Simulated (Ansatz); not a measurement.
The parent structure is GeO$_{2}$ in the rutile structure (space group P4_2/mnm, No. 136; a = 4.488 Å, c = 2.905 Å).

Method: PBE (Ansatz, a program for electronic structure; PAW; 420 eV plane waves; without spin-orbit coupling).

For the base:

Valence-band top at Γ: 0.00, -0.79, -0.79 eV
Gap character: direct at Γ

One thing is altered: cell and atoms relaxed at a pressure of 3 GPa.

Problem. What happens to the valence-band top at Γ and gap character?

Solution. The valence-band top at Γ (three highest levels, from the VBM) becomes 0.00, -0.80, -0.80 eV (base: 0.00, -0.79, -0.79 eV); the gap character stays direct at Γ.

Load acts through the strain it causes; cell and atoms are relaxed under it. Whether these cells are dynamically stable was not tested.
